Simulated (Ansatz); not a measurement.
hcp against bcc along group 6

All numbers below come from Ansatz 0.2.0, DFT, PBE, plane waves (420 eV) with PAW, scalar-relativistic.

Each structure is relaxed within its symmetry, in the lowest magnetic state of the tried starts. Differences under about 8 meV lie within the error of the k-point mesh.

Real chromium orders in an incommensurate spin-density wave, which this two-atom cell only mimics.

```json
{"element": "Cr", "E(hcp) − E(bcc) (meV/atom)": "?", "V(hcp) (Å³/atom)": "?", "V(bcc) (Å³/atom)": "?", "state of hcp": "?", "state of bcc": "?"}
{"element": "Mo", "E(hcp) − E(bcc) (meV/atom)": "441", "V(hcp) (Å³/atom)": "16.12", "V(bcc) (Å³/atom)": "15.82", "state of hcp": "spin not included", "state of bcc": "spin not included"}
{"element": "W", "E(hcp) − E(bcc) (meV/atom)": "503", "V(hcp) (Å³/atom)": "16.53", "V(bcc) (Å³/atom)": "16.14", "state of hcp": "spin not included", "state of bcc": "spin not included"}
```

Q: Fill in the row of Cr.

A: E(hcp) − E(bcc) (meV/atom): 420; V(hcp) (Å³/atom): 11.92; V(bcc) (Å³/atom): 11.76; state of hcp: non-magnetic; state of bcc: antiferromagnetic.
